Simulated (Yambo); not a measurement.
# BeTe (F-43m) in Yambo: notebook

The runs below take BeTe through optical spectrum, with PBEsol.

All numbers are computed with Yambo 5.3.0; they aren't measurements. Logs are shortened: lines on timing, memory, paths and dates and some standing lists are left out, and cuts for length are marked.

### Step 1. Starting point

It takes space group F-43m (No. 216, cubic). Conventional cell: a = 5.540 Å, b = 5.540 Å, c = 5.540 Å, α = 90.00°, β = 90.00°, γ = 90.00°. Around Te (site symmetry -43m) lie 4 Be at 2.40 Å. Be (site symmetry -43m) is surrounded by 4 Te at 2.40 Å.

### Step 2. Optical spectrum, PBEsol

optics4.in reads:

```
optics
chi
Chimod= "HARTREE"
% BndsRnXd
 1 | 35 |
%
NGsBlkXd= 4 Ry
% LongDrXd
 1 | 1 | 0 |
%
% QpntsRXd
 1 | 1 |
%
% EnRngeXd
 0 | 20 | eV
%
% DmRngeXd
 0.2 | 0.2 | eV
%
ETStpsXd= 300
```

scf.in reads:

```
&CONTROL
  calculation = 'scf'
  prefix = 'pwscf'
  outdir = './tmp'
  pseudo_dir = './pseudo'
/
&SYSTEM
  ibrav = 0
  nat = 2
  ntyp = 2
  ecutwfc = 88
  nbnd = 16
  occupations = 'smearing'
  smearing = 'fd'
  degauss = 0.00367493
  force_symmorphic = .true.
/
&ELECTRONS
  conv_thr = 4d-10
  electron_maxstep = 120
  mixing_beta = 0.5
/
ATOMIC_SPECIES
Te   127.6000 Te.upf
Be     9.0122 Be.upf
CELL_PARAMETERS angstrom
   0.0000000000    2.7700000000    2.7700000000
   2.7700000000    0.0000000000    2.7700000000
   2.7700000000    2.7700000000    0.0000000000
ATOMIC_POSITIONS angstrom
Te     4.1550000000    4.1550000000    4.1550000000
Be     0.0000000000    0.0000000000    0.0000000000
K_POINTS automatic
16 16 16 0 0 0
```

nscf.in reads:

```
&CONTROL
  calculation = 'nscf'
  prefix = 'pwscf'
  outdir = './tmp'
  pseudo_dir = './pseudo'
/
&SYSTEM
  ibrav = 0
  nat = 2
  ntyp = 2
  ecutwfc = 88
  nbnd = 35
  occupations = 'fixed'
  force_symmorphic = .true.
/
&ELECTRONS
  conv_thr = 1d-08
  diago_full_acc = .true.
  diago_thr_init = 1d-06
/
ATOMIC_SPECIES
Te   127.6000 Te.upf
Be     9.0122 Be.upf
CELL_PARAMETERS angstrom
   0.0000000000    2.7700000000    2.7700000000
   2.7700000000    0.0000000000    2.7700000000
   2.7700000000    2.7700000000    0.0000000000
ATOMIC_POSITIONS angstrom
Te     4.1550000000    4.1550000000    4.1550000000
Be     0.0000000000    0.0000000000    0.0000000000
K_POINTS automatic
16 16 16 0 0 0
```

Potentials or basis: PseudoDojo 0.4.1 SR PBEsol standard.

On the command line:

```bash
$ OMP_NUM_THREADS=1 pw.x -in scf.in > scf.out
$ OMP_NUM_THREADS=1 pw.x -in nscf.in > nscf.out
$ cd tmp/pwscf.save; p2y; mv SAVE ../..; cd ../..
$ OMP_NUM_THREADS=1 yambo
$ OMP_NUM_THREADS=1 yambo -F optics4.in -J optics4 -C optics4_out
```

Yambo's report:

```text
[... sections 02.01 to 02.04 as in the set-up run ...]

[... 5 lines left out ...]
  [X] Bosonic    Temperature                        :  0.000000  0.000000 [eV K]
  [X] Finite Temperature mode                       : no
  [X] El. density                                   :  0.47050E+24 [cm-3]
  [X] Fermi Level                                   :  8.332421 [eV]

  [X] === Gaps and Widths ===
  [X] Conduction Band Min                           :  1.751299 [eV]
  [X] Valence Band Max                              :  0.000000 [eV]
  [X] Filled Bands                                  :  10
  [X] Empty Bands                                   :   11   35
  [X] Direct Gap                                    :  3.600488 [eV]
  [X] Direct Gap localized at k                     :  1
  [X] Indirect Gap                                  :  1.751299 [eV]
  [X] Indirect Gap between kpts                     :    1   73
  [X] Last valence band width                       :  3.471715 [eV]
  [X] 1st conduction band width                     :  3.475388 [eV]

 [03] Transferred momenta grid and indexing
 ==========================================

 IBZ Q-points                                      :  145
 BZ  Q-points                                      :   4096

 K/Q-points units:
 rlu = crystal or reduced units; cc = cartesian coordinates; iku = interal k-units

 Q [  1]        [rlu]:  0.000000  0.000000  0.000000
 Q [  2]        [rlu]: -0.15362E-17 -0.15362E-17  0.62500E-01
 Q [  3]        [rlu]: -0.30723E-17 -0.30723E-17  0.12500
 Q [  4]        [rlu]:  0.18524E-16  0.46465E-17  0.18750
 Q [  5]        [rlu]: -0.61447E-17 -0.61447E-17  0.25000
 Q [  6]        [rlu]: -0.12304E-16 -0.12304E-16  0.31250
[... 42 lines left out ...]
 Q [ 49]        [rlu]:  0.22146E-16  0.25000      0.25000
 Q [ 50]        [rlu]:  0.25061E-16  0.25000      0.31250

 Remaining 95 points informations can be written running with -fatlog

 [04] Dipoles
 ============

  [04.01] Setup: observables and procedures
  =========================================

  [WF-Oscillators/G space/Transverse up loader] Normalization (few states)  min/max  :  0.43368E-18   1.0000

  [WR./optics4//ndb.dipoles]------------------------------------------------------
   Brillouin Zone Q/K grids (IBZ/BZ)                :    145   4096    145   4096
   RL vectors                                       :   5029 [WF]
   Fragmentation                                    : yes
   Electronic Temperature                           :  0.000000 [K]
   Bosonic    Temperature                           :  0.000000 [K]
   DIP band range                                   :    1   35
   DIP band range limits                            :  10  11
   DIP e/h energy range                             : -1.000000 -1.000000 [eV]
   RL vectors in the sum                            :   5029
   [r,Vnl] included                                 : yes
   Bands ordered                                    : yes
   Direct v evaluation                              : no
   Approach used                                    : G-space v
   Dipoles computed                                 : R V P [G-space]
   Wavefunctions                                    : Perdew, Burke & Ernzerhof SOL(X)+Perdew, Burke & Ernzerhof SOL(C)

  [WARNING] [r,Vnl^pseudo] included in position and velocity dipoles.

  [WARNING] In case H contains other non local terms, these are neglected

 [05] Optics
 ===========

 [X-CG] R(p) Tot o/o(of R):    29675  1024000      100
```

It took 6 min on 1 thread of Arm Neoverse V2, shared host; peak memory 1.4 GiB.

What came out:

```
Band gap on the k mesh, mean-field level                              : 1.75 eV, indirect (least direct gap 3.60 eV)
Absorption peak                                                       : 5.42 eV
Electronic dielectric constant along the field                        : 7.02
Electronic dielectric constant along the field, independent particles : 8.06
```

Dielectric function (along the field direction of the input):
| energy (eV) | real part | imaginary part |
| --- | --- | --- |
| 0.27 | 7.04 | 0.20 |
| 0.94 | 7.20 | 0.22 |
| 1.61 | 7.59 | 0.28 |
| 2.27 | 8.32 | 0.39 |
| 2.94 | 9.71 | 0.69 |
| 3.61 | 12.78 | 2.41 |
| 4.35 | 14.08 | 8.60 |
| 5.02 | 8.96 | 18.01 |
| 5.69 | -2.63 | 13.57 |
| 6.35 | -2.28 | 10.16 |
| 7.02 | -3.92 | 6.56 |
| 7.69 | -2.77 | 4.24 |
| 8.43 | -2.55 | 3.46 |
| 9.10 | -2.12 | 2.29 |
| 9.77 | -1.73 | 2.01 |
| 10.43 | -1.56 | 1.68 |
| 11.10 | -1.16 | 1.28 |
| 11.77 | -1.08 | 1.13 |
| 12.51 | -0.74 | 0.97 |
| 13.18 | -0.60 | 0.74 |
| 13.85 | -0.39 | 0.72 |
| 14.52 | -0.31 | 0.55 |
| 15.18 | -0.17 | 0.55 |
| 15.85 | -0.16 | 0.46 |
| 16.59 | -0.03 | 0.40 |
| 17.26 | 0.04 | 0.34 |
| 17.93 | 0.08 | 0.26 |
| 18.60 | 0.17 | 0.22 |
| 19.26 | 0.26 | 0.18 |
| 20.00 | 0.33 | 0.18 |

Caveat: these spectra lack excitons; spin-orbit coupling is left out, which moves the levels of the heavy elements.

### Step 3. Optical spectrum, PBEsol

optics5.in reads:

```
optics
chi
Chimod= "IP"
% BndsRnXd
 1 | 35 |
%
% LongDrXd
 1 | 0 | 0 |
%
% QpntsRXd
 1 | 1 |
%
% EnRngeXd
 0 | 30 | eV
%
% DmRngeXd
 0.05 | 0.05 | eV
%
ETStpsXd= 200
Gauge= "velocity"
```

scf.in is that of step 2.

nscf.in is that of step 2.

Potentials or basis: PseudoDojo 0.4.1 SR PBEsol standard.

On the command line:

```bash
$ OMP_NUM_THREADS=1 pw.x -in scf.in > scf.out
$ OMP_NUM_THREADS=1 pw.x -in nscf.in > nscf.out
$ cd tmp/pwscf.save; p2y; mv SAVE ../..; cd ../..
$ OMP_NUM_THREADS=1 yambo
$ OMP_NUM_THREADS=1 yambo -F optics5.in -J optics5 -C optics5_out
```

Yambo's report:

```text
[... sections 02.01 to 02.04 as in the set-up run ...]

[... 5 lines left out ...]
  [X] Bosonic    Temperature                        :  0.000000  0.000000 [eV K]
  [X] Finite Temperature mode                       : no
  [X] El. density                                   :  0.47050E+24 [cm-3]
  [X] Fermi Level                                   :  8.332421 [eV]

  [X] === Gaps and Widths ===
  [X] Conduction Band Min                           :  1.751299 [eV]
  [X] Valence Band Max                              :  0.000000 [eV]
  [X] Filled Bands                                  :  10
  [X] Empty Bands                                   :   11   35
  [X] Direct Gap                                    :  3.600488 [eV]
  [X] Direct Gap localized at k                     :  1
  [X] Indirect Gap                                  :  1.751299 [eV]
  [X] Indirect Gap between kpts                     :    1   73
  [X] Last valence band width                       :  3.471715 [eV]
  [X] 1st conduction band width                     :  3.475388 [eV]

 [03] Transferred momenta grid and indexing
 ==========================================

 IBZ Q-points                                      :  145
 BZ  Q-points                                      :   4096

 K/Q-points units:
 rlu = crystal or reduced units; cc = cartesian coordinates; iku = interal k-units

 Q [  1]        [rlu]:  0.000000  0.000000  0.000000
 Q [  2]        [rlu]: -0.15362E-17 -0.15362E-17  0.62500E-01
 Q [  3]        [rlu]: -0.30723E-17 -0.30723E-17  0.12500
 Q [  4]        [rlu]:  0.18524E-16  0.46465E-17  0.18750
 Q [  5]        [rlu]: -0.61447E-17 -0.61447E-17  0.25000
 Q [  6]        [rlu]: -0.12304E-16 -0.12304E-16  0.31250
[... 42 lines left out ...]
 Q [ 49]        [rlu]:  0.22146E-16  0.25000      0.25000
 Q [ 50]        [rlu]:  0.25061E-16  0.25000      0.31250

 Remaining 95 points informations can be written running with -fatlog

 [04] Dipoles
 ============

  [04.01] Setup: observables and procedures
  =========================================

  [WF-Oscillators/G space/Transverse up loader] Normalization (few states)  min/max  :  0.43368E-18   1.0000

  [WR./optics5//ndb.dipoles]------------------------------------------------------
   Brillouin Zone Q/K grids (IBZ/BZ)                :    145   4096    145   4096
   RL vectors                                       :   5029 [WF]
   Fragmentation                                    : yes
   Electronic Temperature                           :  0.000000 [K]
   Bosonic    Temperature                           :  0.000000 [K]
   DIP band range                                   :    1   35
   DIP band range limits                            :  10  11
   DIP e/h energy range                             : -1.000000 -1.000000 [eV]
   RL vectors in the sum                            :   5029
   [r,Vnl] included                                 : yes
   Bands ordered                                    : yes
   Direct v evaluation                              : no
   Approach used                                    : G-space v
   Dipoles computed                                 : R V P [G-space]
   Wavefunctions                                    : Perdew, Burke & Ernzerhof SOL(X)+Perdew, Burke & Ernzerhof SOL(C)

  [WARNING] [r,Vnl^pseudo] included in position and velocity dipoles.

  [WARNING] In case H contains other non local terms, these are neglected

 [05] Optics
 ===========

 [X-CG] R(p) Tot o/o(of R):    29675  1024000      100
```

o-optics5.eel_q1_ip:

```text
# Electron Energy Loss @ Q(1):   1.00000000      0.00000000      0.00000000    [q->0 direction]
#
# [ X ] Hartree size                              :  1
# [GEN] GF Energies                               : Perdew, Burke & Ernzerhof SOL(X)+Perdew, Burke & Ernzerhof SOL(C)
# [GEN] Green`s Function                          : T-ordered
#
# [GEN] Gauge                                     : Velocity
# [GEN] [r,Vnl] included                          : yes
#
#    E[1] [eV]          Im(eel)            Re(eel)
#
        0.272114E-8        0.999397E-3       -0.123908
        0.150754           0.001001          -0.123819
        0.301508           0.001004          -0.123555
        0.452261           0.001011          -0.123113
        0.603015           0.001019          -0.122492
        0.753769           0.001031          -0.121691
[... 192 lines left out ...]
        29.84925           0.055381          -1.360521
        30.00000           0.053929          -1.358372
#
```

o-optics5.eps_q1_ip:

```text
# Absorption @ Q(1):   1.00000000      0.00000000      0.00000000    [q->0 direction]
#
# [ X ] Hartree size                              :  1
# [GEN] GF Energies                               : Perdew, Burke & Ernzerhof SOL(X)+Perdew, Burke & Ernzerhof SOL(C)
# [GEN] Green`s Function                          : T-ordered
#
# [GEN] Gauge                                     : Velocity
# [GEN] [r,Vnl] included                          : yes
#
#    E[1] [eV]          Im(eps)            Re(eps)
#
        0.272114E-8        0.065090           8.070004
        0.150754           0.065263           8.075749
        0.301508           0.065787           8.093050
        0.452261           0.066672           8.122104
        0.603015           0.067936           8.163250
        0.753769           0.069606           8.216974
[... 192 lines left out ...]
        29.84925           0.029870           0.733797
        30.00000           0.029181           0.735017
#
```

Run time: 4.5 min. Hardware: 1 thread of Arm Neoverse V2, shared host; peak memory 0.39 GiB.

What came out:

| Property | Result |
| --- | --- |
| Band gap on the k mesh, mean-field level | 1.75 eV, indirect (least direct gap 3.60 eV) |
| Absorption peak | 5.43 eV |
| Electronic dielectric constant along the field | 8.07 |

Dielectric function (along the field direction of the input):
```
energy (eV)  real part  imaginary part
       0.30       8.09            0.07
       1.21       8.46            0.08
       2.26       9.72            0.13
       3.32      13.70            0.42
       4.37      18.62           12.13
       5.43      -5.95           35.47
       6.48      -6.09           11.61
       7.39      -5.10            3.71
       8.44      -3.46            3.56
       9.50      -2.50            1.97
      10.55      -1.77            1.51
      11.61      -1.51            1.19
      12.66      -0.91            0.69
      13.57      -0.49            0.58
      14.62      -0.31            0.48
      15.68      -0.33            0.35
      16.73      -0.10            0.30
      17.79       0.00            0.17
      18.84       0.19            0.15
      19.90       0.28            0.16
```

Energy-loss function:
| energy (eV) | loss |
| --- | --- |
| 0.0 | 0.001 |
| 1.4 | 0.001 |
| 2.6 | 0.001 |
| 3.9 | 0.016 |
| 5.3 | 0.045 |
| 6.5 | 0.068 |
| 7.8 | 0.139 |
| 9.2 | 0.223 |
| 10.4 | 0.240 |
| 11.8 | 0.270 |
| 13.1 | 0.672 |
| 14.3 | 0.923 |
| 15.7 | 1.508 |
| 16.9 | 3.317 |
| 18.2 | 3.770 |
| 19.6 | 1.588 |
| 20.8 | 1.017 |
| 22.2 | 0.525 |
| 23.5 | 0.312 |
| 24.7 | 0.202 |
| 26.1 | 0.120 |
| 27.4 | 0.099 |
| 28.6 | 0.077 |
| 30.0 | 0.054 |

Caveat: independent-particle spectra lack excitons; spin-orbit coupling is left out, which moves the levels of the heavy elements. A k mesh can miss the band edges.
